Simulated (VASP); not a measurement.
Input:

```
AlSb
1.0
    0.00000     3.05239     3.05239
    3.05239     0.00000     3.05239
    3.05239     3.05239     0.00000
Al Sb
1 1
Direct
  0.00000   0.00000   0.00000
  0.25000   0.25000   0.25000
```

Level of theory: PBE GGA, VASP's PBE PAW potentials (set 64) (plane waves; VASP 6.6.1). Numerical set-up: 520 eV cut-off, 7×7×7 Γ-centred mesh, Gaussian smearing of 0.050 eV, potentials Al Sb.

**Question.** Give the stress tensor in GPa (positive for a compressed cell).

**Answer.** 
```
3.53  0.00  0.00
0.00  3.53  0.00
0.00  0.00  3.53
```
The pressure is its mean diagonal, 3.53 GPa.

The compound is AlSb in the zinc blende structure. This cell is one point of a volume scan, at 0.94 of the reference volume.
